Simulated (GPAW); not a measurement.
# Ge (P6_3/mmc) in GPAW: notebook, part 2 of 2

GPAW 26.7.0. Earlier steps stand in the parts before.

## (3) Relaxation of cell and atoms, PBEsol

Input file run.py:

```python
from ase import Atoms
from ase.filters import FrechetCellFilter
from ase.io import write
from ase.optimize import BFGS
from gpaw import GPAW, PW, setup_paths

setup_paths.insert(0, '.')

atoms = Atoms(['Ge', 'Ge', 'Ge', 'Ge'],
              cell=[[3.9975858431, 0.0, 0.0],
                    [-1.9987929216, 3.462010894, 0.0],
                    [0.0, 0.0, 6.59937795]],
              scaled_positions=[[0.3333333333, 0.6666666667, 0.93709875],
                                [0.6666666667, 0.3333333333, 0.43709875],
                                [0.3333333333, 0.6666666667, 0.56290125],
                                [0.6666666667, 0.3333333333, 0.06290125]],
              pbc=True)

calc = GPAW(mode=PW(600),
            xc='PBEsol',
            kpts={'size': (7, 7, 4), 'gamma': True},
            occupations={'name': 'fermi-dirac', 'width': 0.05},
            nbands=18,
            convergence={'density': 1e-05, 'forces': 0.0001},
            maxiter=150,
            txt='gpaw.txt')
atoms.calc = calc
opt = BFGS(FrechetCellFilter(atoms), trajectory='relax.traj', logfile='-')
done = opt.run(fmax=0.02, steps=60)
calc.write('gs.gpw')
write('result.traj', atoms)
print('Converged:', done)
print('Cell:', atoms.cell.cellpar().round(4))
print('Volume:', round(atoms.get_volume(), 4))
print(atoms.get_scaled_positions().round(5))
```

Potentials or basis: PAW data sets generated in the run's folder for this functional, pw.

On the command line:

```bash
$ gpaw-setup -f PBEsol Ge
$ OMP_NUM_THREADS=1 python run.py
```

gpaw.txt:

```text
__  _  _
 | _ |_)|_||  |
 |__||  | ||/\| - 26.7.0

Input parameters:
  mode=PW(ecut=600.0),
  convergence={'density': 1e-05, 'forces': 0.0001},
  kpts=MonkhorstPack(size=(7, 7, 4), gamma=True),
  maxiter=150,
  nbands=18,
  occupations=Occupations(name='fermi-dirac', width=0.05),
  xc=XC(name='PBEsol')

Diagonalizing LCAO Hamiltonian
Converting LCAO to pw mode

        Ge

        Ge
            Ge

            Ge

Atoms  # Å, Bohr magnetons
|   | symbol |         x |        y |        z |    initial magnetic moments |
|---|--------|-----------|----------|----------|-----------------------------|
| 0 |     Ge | -0.000000 | 2.308007 | 6.184269 | ( 0.0000,  0.0000,  0.0000) |
| 1 |     Ge |  1.998793 | 1.154004 | 2.884580 | ( 0.0000,  0.0000,  0.0000) |
[... 666 lines left out ...]
|   | symbol |         x |        y |        z |    initial magnetic moments |
|---|--------|-----------|----------|----------|-----------------------------|
| 0 |     Ge | -0.000000 | 2.313130 | 6.182720 | ( 0.0000,  0.0000,  0.0000) |
| 1 |     Ge |  2.003230 | 1.156565 | 2.883877 | ( 0.0000,  0.0000,  0.0000) |
| 2 |     Ge | -0.000000 | 2.313130 | 3.713809 | ( 0.0000,  0.0000,  0.0000) |
| 3 |     Ge |  2.003230 | 1.156565 | 0.414966 | ( 0.0000,  0.0000,  0.0000) |

Unit cell  # Å
| periodic |         x |        y |         z |  lengths |     angles |
|----------|-----------|----------|-----------|----------|------------|
|      yes |  4.006460 | 0.000000 | -0.000000 | 4.006460 |  90.000000 |
|      yes | -2.003230 | 3.469696 | -0.000000 | 4.006460 |  90.000000 |
|      yes |  0.000000 | 0.000000 |  6.597686 | 6.597686 | 120.000000 |

Number of symmetries: 12
Symmetry operations  # r_c * U_cc + t_c -> r_c
|    | kind |            matrix            |
|----|------|------------------------------|
|  0 |  σ   |  1, 1, 0,  0,-1, 0,  0, 0, 1 |
|  1 |  S6  |  1, 1, 0, -1, 0, 0,  0, 0,-1 |
|  2 |  E   |  1, 0, 0,  0, 1, 0,  0, 0, 1 |
|  3 |  C2  |  1, 0, 0, -1,-1, 0,  0, 0,-1 |
|  4 |  C2  |  0, 1, 0,  1, 0, 0,  0, 0,-1 |
|  5 |  C3  |  0, 1, 0, -1,-1, 0,  0, 0, 1 |
|  6 |  S6  |  0,-1, 0,  1, 1, 0,  0, 0,-1 |
|  7 |  σ   |  0,-1, 0, -1, 0, 0,  0, 0, 1 |
|  8 |  σ   | -1, 0, 0,  1, 1, 0,  0, 0, 1 |
[... 177 lines left out ...]
Forces  # eV/Ang
|        x |        y |        z |
|----------|----------|----------|
| -0.00000 |  0.00000 |  0.01941 |  # Ge   0
|  0.00000 | -0.00000 |  0.01941 |  # Ge   1
| -0.00000 |  0.00000 | -0.01941 |  # Ge   2
|  0.00000 | -0.00000 | -0.01941 |  # Ge   3

# Writing to gs.gpw (mode='')
```

It took 85 s on 1 thread of Arm Neoverse V1, shared host; peak memory 0.22 GiB.

What came out:

| Property | Result |
| --- | --- |
| Free energy | -19.6263 eV |
| Relaxed volume | 22.93 Å³/atom |
| Relaxed cell | a = 4.006 Å, b = 4.006 Å, c = 6.598 Å, α = 90.00°, β = 90.00°, γ = 120.00° |
| Space group after relaxing (to 0.05 Å) | P6_3/mmc (No. 194) |
| Energy gained by relaxing | 0.2 meV/atom |
| Ionic steps | 4 |
| Pressure after relaxing | 0.0 GPa |
| Largest force after relaxing | 0.019 eV/Å |
| Band gap on the k mesh | 0.07 eV, indirect (least direct gap 0.15 eV) |

Forces in eV/Å, atoms in the order of the input:
```
Ge   0.000  0.000  0.019
Ge   0.000  0.000  0.019
Ge   0.000  0.000 -0.019
Ge   0.000  0.000 -0.019
```

The path:
```
step  energy change (eV)  largest force (eV/Å)  pressure (GPa)  volume (Å³)
   1              0.0000                0.0057            0.27        91.33
   2             -0.0001                0.0013            0.24        91.37
   3             -0.0006                0.0241            0.01        91.68
   4             -0.0006                0.0194           -0.01        91.72
```

Final structure:
```
Ge
1.0
     4.00646    0.00000    0.00000
    -2.00323    3.46970    0.00000
     0.00000    0.00000    6.59769
Ge
4
Direct
  0.33333 0.66667 0.93710
  0.66667 0.33333 0.43710
  0.33333 0.66667 0.56290
  0.66667 0.33333 0.06290
```

Caveat: later steps reuse the first step's grids; an odd mesh through Γ misses points on the zone boundary, where band edges often lie.

## (4) Relaxation of cell and atoms, PBEsol, target pressure 2 GPa, at which the enthalpy is minimised

run.py: that of step 3 with these lines changed.

```diff
@@ -4,2 +4,3 @@
 from ase.optimize import BFGS
+from ase.units import GPa
 from gpaw import GPAW, PW, setup_paths
@@ -27,3 +28,3 @@
 atoms.calc = calc
-opt = BFGS(FrechetCellFilter(atoms), trajectory='relax.traj', logfile='-')
+opt = BFGS(FrechetCellFilter(atoms, scalar_pressure=2 * GPa), trajectory='relax.traj', logfile='-')
 done = opt.run(fmax=0.02, steps=60)
```

On the command line:

```bash
$ gpaw-setup -f PBEsol Ge
$ OMP_NUM_THREADS=1 python run.py
```

Run time: 89 s. Hardware: 1 thread of Arm Neoverse V1, shared host; peak memory 0.22 GiB.

The run converged. Its results:

| Quantity | Value |
| --- | --- |
| Free energy | -19.6106 eV |
| Relaxed volume | 22.29 Å³/atom |
| Relaxed cell | a = 3.969 Å, b = 3.969 Å, c = 6.537 Å, α = 90.00°, β = 90.00°, γ = 120.00° |
| Space group after relaxing (to 0.05 Å) | P6_3/mmc (No. 194) |
| Energy change on relaxing (the enthalpy is what falls) | +3.8 meV/atom |
| Ionic steps | 4 |
| Pressure after relaxing | 2.0 GPa |
| Largest force after relaxing | 0.015 eV/Å |
| Band gap on the k mesh | none (metal or under the smearing width) |

Forces in eV/Å, atoms in the order of the input:
```
Ge   0.000  0.000  0.015
Ge   0.000  0.000  0.015
Ge   0.000  0.000 -0.015
Ge   0.000  0.000 -0.015
```

Stress tensor (GPa, compression positive):
```
2.04 0.00 0.00
0.00 2.04 0.00
0.00 0.00 1.92
```

The path:
```csv
step,energy change (eV),largest force (eV/Å),pressure (GPa),volume (Å³)
1,0.0000,0.0057,0.27,91.33
2,0.0005,0.0016,0.45,91.09
3,0.0165,0.0235,2.10,89.06
4,0.0150,0.0152,2.00,89.17
```

Final structure:
```cif
data_structure
_symmetry_space_group_name_H-M 'P 1'
_symmetry_Int_Tables_number 1
_cell_length_a 3.9688
_cell_length_b 3.9688
_cell_length_c 6.5367
_cell_angle_alpha 90.000
_cell_angle_beta 90.000
_cell_angle_gamma 120.000
_cell_volume 89.17
loop_
_atom_site_label
_atom_site_type_symbol
_atom_site_fract_x
_atom_site_fract_y
_atom_site_fract_z
_atom_site_occupancy
Ge1 Ge 0.33333 0.66667 0.93710 1
Ge2 Ge 0.66667 0.33333 0.43710 1
Ge3 Ge 0.33333 0.66667 0.56290 1
Ge4 Ge 0.66667 0.33333 0.06290 1
```

Levels at points of the mesh, in eV from the Fermi level:
```
           k point  band 4  band 5  band 6  band 7  band 8  band 9  band 10  band 11  band 12  band 13
(0.00, 0.00, 0.00)   -1.61   -1.61   -0.24   -0.16    0.06    0.06     0.17     2.15     2.15     2.71
(0.00, 0.00, 0.50)   -4.93   -0.96   -0.96   -0.96   -0.96    0.65     0.65     3.29     3.29     3.29
```

Caveat: later steps reuse the first step's grids.

## (5) Relaxation of cell and atoms, PBEsol, target pressure 5 GPa, at which the enthalpy is minimised

run.py: that of step 4 with these lines changed.

```diff
@@ -28,3 +28,3 @@
 atoms.calc = calc
-opt = BFGS(FrechetCellFilter(atoms, scalar_pressure=2 * GPa), trajectory='relax.traj', logfile='-')
+opt = BFGS(FrechetCellFilter(atoms, scalar_pressure=5 * GPa), trajectory='relax.traj', logfile='-')
 done = opt.run(fmax=0.02, steps=60)
```

On the command line:

```bash
$ gpaw-setup -f PBEsol Ge
$ OMP_NUM_THREADS=1 python run.py
```

Run time: 98 s. Hardware: 1 thread of Arm Neoverse V1, shared host; peak memory 0.22 GiB.

Results (log left out):

```yaml
Free_energy: -19.5449 eV
Relaxed_volume: 21.53 Å³/atom
Relaxed_cell: a = 3.923 Å, b = 3.923 Å, c = 6.462 Å, α = 90.00°, β = 90.00°, γ = 120.00°
Space_group_after_relaxing_to_0.05_Å: P6_3/mmc (No. 194)
Energy_change_on_relaxing_the_enthalpy_is_what_falls: +20.2 meV/atom
Ionic_steps: 4
Pressure_after_relaxing: 5.0 GPa
Largest_force_after_relaxing: 0.006 eV/Å
Band_gap_on_the_k_mesh: none (metal or under the smearing width)
```

Forces in eV/Å, atoms in the order of the input:
```
Ge   0.000  0.000  0.006
Ge   0.000  0.000  0.006
Ge   0.000  0.000 -0.006
Ge   0.000  0.000 -0.006
```

The path:
```csv
step,energy change (eV),largest force (eV/Å),pressure (GPa),volume (Å³)
1,0.0000,0.0057,0.27,91.33
2,0.0022,0.0019,0.76,90.68
3,0.1000,0.0106,5.59,85.54
4,0.0807,0.0058,4.96,86.13
```

Final structure:
```
CELL_PARAMETERS angstrom
3.92290 0.00000 0.00000
-1.96145 3.39733 0.00000
0.00000 0.00000 6.46245
ATOMIC_POSITIONS crystal
Ge 0.33333 0.66667 0.93707
Ge 0.66667 0.33333 0.43707
Ge 0.33333 0.66667 0.56293
Ge 0.66667 0.33333 0.06293
```

Levels at points of the mesh, in eV from the Fermi level:
```
           k point  band 5  band 6  band 7  band 8  band 9  band 10  band 11  band 12
(0.00, 0.00, 0.00)   -1.72   -0.30   -0.11    0.02    0.02     0.45     2.10     2.10
(0.00, 0.00, 0.50)   -1.05   -1.05   -1.05   -1.05    0.72     0.72     3.26     3.26
```

Caveat: later steps reuse the first step's grids.

## (6) Summary

```tsv
task	level	potentials or basis	cell	k mesh	cutoff (eV)	maxiter	convergence	optimizer	fmax	max steps	gap on the mesh (eV)	pressure (GPa)	largest force (eV/Å)
single point	LDA	the program's PAW data sets (release 1.2.1) made for this functional, pw	as given	6 × 6 × 4	450	120	default	-	-	-	0.17	-1.6	-
relaxation of cell and atoms	PBEsol	PAW data sets generated in the run's folder for this functional, pw	relaxed	7 × 7 × 4	600	150	density=1e-05 forces=0.0001	BFGS	0.02 eV/Å	60	0.07	0.0	0.02
relaxation of cell and atoms	PBEsol	PAW data sets generated in the run's folder for this functional, pw	relaxed to 2 GPa	7 × 7 × 4	600	150	density=1e-05 forces=0.0001	BFGS	0.02 eV/Å	60	none	2.0	0.02
relaxation of cell and atoms	PBEsol	PAW data sets generated in the run's folder for this functional, pw	relaxed to 5 GPa	7 × 7 × 4	600	150	density=1e-05 forces=0.0001	BFGS	0.02 eV/Å	60	none	5.0	0.01
```

Alike in all rows: no spin polarisation; smearing fermi-dirac 0.05 eV.

Caveats: later steps reuse the first step's grids (some runs); the cutoff is short for stress and forces, so pressures can be off by a GPa or more (some runs); an odd mesh through Γ misses points on the zone boundary, where band edges often lie (some runs).

Total energies depend on the potentials used, so only differences within one code and one set of settings carry meaning.
